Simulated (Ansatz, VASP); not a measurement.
# One calculation of Mo, two programs

```
Mo
1.0
     2.73551    0.00000    0.00000
    -1.36776    2.36902    0.00000
     0.00000    0.00000    2.55518
Mo
1
Direct
  0.00000 0.00000 0.50000
```

This isn't the form of Mo at room conditions, which is bcc.

Alike in both runs: task single point; functional LDA; k mesh 14 × 14 × 13; no spin polarisation.

|  | VASP | Ansatz |
| --- | --- | --- |
| version | VASP 6.6.1 | Ansatz 0.2.0 |
| potentials or method | VASP PAW LDA potentials, release 64 (Mo_sv), cutoff 520 eV | all-electron (LAPW or listed datasets) |
| occupations | methfessel-paxton of order 1, width 0.1 eV | cold, width 0.1 eV |

```csv
,VASP,Ansatz,Ansatz less VASP
gap on the k mesh at the Fermi level (eV),none,none,-
pressure (GPa),-6.8,-7.5,-0.78
largest component of the traceless stress (GPa),3.20,3.08,-0.123
```

A gap of «none» marks a metal or a gap that the smearing closes. Ansatz ran all-electron here, so the differences hold the error of VASP's frozen core and of both bases.
